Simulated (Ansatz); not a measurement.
Runs of Ansatz 0.2.0 on ZnSe (Stilleite). The structure is cubic, space group F-43m (No. 216). The conventional cell has a = 5.668 Å, b = 5.668 Å, c = 5.668 Å, α = 90.00°, β = 90.00°, γ = 90.00°. Se (site symmetry -43m) has 4 Zn at 2.45 Å as nearest neighbours. Around Zn (site symmetry -43m) lie 4 Se at 2.45 Å. 

| task | level | spin | cell | cutoff (eV) | points for each segment of the path | gap on the mesh (eV) | pressure (GPa) |
| --- | --- | --- | --- | --- | --- | --- | --- |
| band structure | HSEsol | off | as given | 420 | 4 | 2.29 | -0.9 |
| relaxation of cell and atoms | HSE03 | off | relaxed | 420 | - | 2.13 | 0.0 |
| single point | PBE0 | SOC, no magnetisation | as given | 420 | - | (a) | 1.3 |
| band structure | r2SCANh | off | as given | 500 | 4 | 2.49 | 0.2 |
| band structure | B3LYP | off | as given | 420 | 4 | (b) | 4.1 |

Alike in all rows: potentials or basis Ansatz PAW; k mesh 4 × 4 × 4; smearing fermi-dirac 0.05 eV; the mesh is coarse, so values aren't converged.

Question: Estimate the missing entries.

Answer: (a) 2.96; (b) 2.67.

Caveats: all runs use coarse meshes; the PAW data sets come from PBE, with cores solved anew for the run's functional, which leaves a small shift of forces and pressure; the thresholds are loose for stress (some runs); the plane-wave basis is chosen anew once the cell has moved, so the energies of steps on either side of that aren't comparable (some runs).

A k mesh can miss the band edges, and rows without SOC leave out spin-orbit coupling on Se.
